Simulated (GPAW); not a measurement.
Records of electronic-structure calculations.

```
InAs (honeycomb monolayer): one start, several treatments of the self-energy
1.0
     4.34996    0.00000    0.00000
    -2.17498    3.76718    0.00000
     0.00000    0.00000   11.40000
In As
1 1
Direct
  0.33333 0.66667 0.47063
  0.66667 0.33333 0.52939
# method: DFT, PBE, plane waves, PAW (and 3 further levels or steps)
# program: GPAW 26.7.0
# settings: cutoff 450 eV, GPAW PAW setups 1.2.1 data release, 6×6×1 k-mesh, nbands 313
# cost: 4 runs, 6.6 min in all on 4 MPI ranks of Arm Neoverse V1, shared host
# notes: The structure was relaxed with PBE. Limits: no spin-orbit coupling.
# one-shot HSE06: 1.396 eV
# G0W0, extrapolated in the cutoff: 1.744 eV
# one-shot PBE0: 2.012 eV
# known limits: short of the basis limit; no spin-orbit coupling
```

[Long decimals in the printed logs are rounded to 6 places.]

[Logs are printed without paths, hosts, clocks, repeated set-up lines and the standing remarks that a program may print on its own settings, such as how far it seeks lower states.]

[Paths, hosts, dates, memory and timing lines, banners, echoed tables and standing remarks are left out of the program output; an Ansatz launch command may be rebuilt from the run's recorded settings. Measured values are a selection of at most five: reports struck by readers or far from the other reports are left out. None is set beside runs whose start may be inverted or whose files or cutoffs have a known fault.]

[Runs of the session that timed out or met a known fault of the program may be left out.]

[Hosts, paths, dates, database ids (printed as entryN), source tags and the programs' standing remarks are cut or masked in the printed files.]

[Where the starting crystal was built by hand or by swapping elements, it need not be the compound's stable phase.]
